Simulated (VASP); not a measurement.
A run of VASP 6.6.1 is set up as follows.

INCAR

```
  PREC = Accurate
  ENCUT = 600
  EDIFF = 1E-7
  ISMEAR = 0
  SIGMA = 0.03
  LREAL = False
  LASPH = True
  NELM = 80
  ALGO = Normal
  ISIF = 3
  LWAVE = False
  LCHARG = False
  GGA = PE
  IVDW = 12
  IBRION = 2
  NSW = 90
  EDIFFG = -0.005
  LATTICE_CONSTRAINTS = .TRUE. .TRUE. .FALSE.
  KPAR = 4
```

The input KPOINTS:

```
Automatic mesh
0
Gamma
  9 9 1
```

POSCAR

```
SnSe2                                   
1.0
    3.8361303993      0.0000000000      0.0000000000
   -1.9180651996      3.3221863741      0.0000000000
    0.0000000000      0.0000000000     39.4637280000
  Se              Sn            
     8     4
Direct
     0.6666666699999979    0.3333333300000021    0.2300761494300451
     0.3333333300000021    0.6666666699999979    0.3110716576913040
     0.6666666699999979    0.3333333300000021    0.3830455958866722
     0.3333333300000021    0.6666666699999979    0.4640071256563369
     0.6666666699999979    0.3333333300000021    0.5359928743436627
     0.3333333300000021    0.6666666699999979    0.6169544041133277
     0.6666666699999979    0.3333333300000021    0.6889283423086960
     0.3333333300000021    0.6666666699999979    0.7699238505699550
     0.0000000000000000    0.0000000000000000    0.2705561677769700
     0.0000000000000000    0.0000000000000000    0.4235267926412907
     0.0000000000000000    0.0000000000000000    0.5764732073587092
     0.0000000000000000    0.0000000000000000    0.7294438322230300
```

Potentials or basis: VASP PAW PBE potentials, release 64 (Se, Sn_d).

Command:

```sh
$ cat potpaw_PBE.64/Se/POTCAR potpaw_PBE.64/Sn_d/POTCAR > POTCAR
$ mpirun -np 4 vasp_std > vasp.out
```

(1) Predict the dispersion energy per atom.

(2) Estimate the relaxed cell.

(3) Predict the relaxed volume.

Results:

(1) -0.334 eV.

(2) a = 3.836 Å, b = 3.836 Å, c = 39.464 Å, α = 90.00°, β = 90.00°, γ = 120.00°.

(3) 41.90 Å³/atom.
